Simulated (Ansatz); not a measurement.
**Relaxing CdO in the rocksalt type**

First guess:

```
CELL_PARAMETERS angstrom
0.00000 2.23228 2.23228
2.23228 0.00000 2.23228
2.23228 2.23228 0.00000
ATOMIC_POSITIONS crystal
Cd 0.00000 0.00000 0.00000
O 0.50000 0.50000 0.50000
```

All numbers below come from DFT, PBE, PAW with Ansatz's default frozen-core files, scalar-relativistic (Ansatz 0.2.0).

Cell and atoms relax within the symmetry of the start on a 16×16×16 k mesh with 0.08 eV Fermi–Dirac smearing.

The start is built from a prototype, known or not as a phase of this compound; the cutoff is 420 eV.

Task: What is the pressure of the first guess?

Result: 39.7 GPa.

Task: What does it relax to?

Result: a = 4.768 Å, b = 4.768 Å, c = 4.768 Å, α = 90.00°, β = 90.00°, γ = 90.00° (conventional cell), 13.55 Å³ per atom:
```
CELL_PARAMETERS angstrom
0.00000 2.38396 2.38396
2.38396 0.00000 2.38396
2.38396 2.38396 0.00000
ATOMIC_POSITIONS crystal
Cd 0.00000 0.00000 0.00000
O 0.50000 0.50000 0.50000
```

Task: How much energy does the relaxation release?

Result: 249 meV/atom.
